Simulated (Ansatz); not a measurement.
The system is CsPbCl3.

```
Pb Cs Cl
1.0
     5.60500    0.00000    0.00000
     0.00000    5.60500    0.00000
     0.00000    0.00000    5.60500
Pb Cs Cl
1 1 3
Direct
  0.50000 0.50000 0.50000
  0.00000 0.00000 0.00000
  0.50000 0.00000 0.50000
  0.00000 0.50000 0.50000
  0.50000 0.50000 0.00000
```

| Item | Value |
| --- | --- |
| Program | Ansatz 0.2.0 |
| Task | relaxation of cell and atoms |
| Functional | r2SCAN |
| Potentials or basis | Ansatz PAW |
| Cutoff | 500 eV (not typed: the program's choice for these potentials) |
| k mesh | 5 × 5 × 5 |
| Occupations | fermi-dirac, width 0.05 eV |
| Spin | no spin polarisation |

At the start: volume 35.22 Å³/atom.

How do energy, volume and symmetry change on relaxing?

It ends after 4 steps and the volume is 36.46 Å³/atom (+3.5 %); space group Pm-3m (No. 221, to 0.05 Å).

Step by step:
| step | energy change (eV) | largest force (eV/Å) | volume (Å³) |
| --- | --- | --- | --- |
| 1 | 0.0000 | 0.0000 | 176.09 |
| 2 | -0.0162 | 0.0000 | 180.40 |
| 3 | -0.0179 | 0.0000 | 182.30 |
| 4 | -0.0182 | 0.0000 | 182.30 |

Final structure:
```xyz
5
Lattice="5.6701 0.0000 0.0000 0.0000 5.6701 0.0000 0.0000 0.0000 5.6701" Properties=species:S:1:pos:R:3 pbc="T T T"
Pb    2.8351    2.8351    2.8351
Cs    0.0000    0.0000    0.0000
Cl    2.8351    0.0000    2.8351
Cl    0.0000    2.8351    2.8351
Cl    2.8351    2.8351    0.0000
```

Caveat: the plane-wave basis is chosen anew once the cell has moved, so the energies of steps on either side of that aren't comparable; the PAW data sets come from PBE, with cores solved anew for the run's functional, which leaves a small shift of forces and pressure.
